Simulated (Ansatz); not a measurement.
**Li$_{2}$Se: the gap against volume**

Li$_{2}$Se, Fm-3m, a = 6.005 Å. Ansatz: PBE, PAW, 420 eV, Γ-centred 8×8×8 mesh on 3 atoms, Gaussian smearing 0.02 eV; no spin polarisation. Symmetry fixes shape and atoms, so the cell is only scaled; x = ln(V/V0) with V0 = 18.045 Å³/atom. The gap is read at the mesh points alone.

```tsv
x	gap y (eV)
-0.0619	2.927
-0.0305	?
0.0000	2.981
0.0296	3.002
0.0583	3.021
```

Fit a straight line to the other rows, give the volume deformation potential of the gap and its pressure coefficient, and predict the missing gap. B0 = 33.7 GPa.

Means x = 0.006500, y = 2.9828; Σ(Δx)² = 0.007938, ΣΔxΔy = 0.006251; the slope is their ratio. y = 2.9776 + 0.78747 x. The slope is the deformation potential a = dE_g/d ln V = 0.79 eV, and dE_g/dP = −a/B0 = -23.4 meV/GPa. At x = -0.0305 the fit asked for gives 2.954 eV. The run gave 2.956 eV, so the fit is 0.002 eV too low, within the rms miss on the fitted rows (0.002 eV).

Spin-orbit coupling is left out; it would lift a valence top of Se p states by 0.1 to 0.15 eV. Semilocal functionals give gaps under the measured ones; changes of the gap mostly carry over better.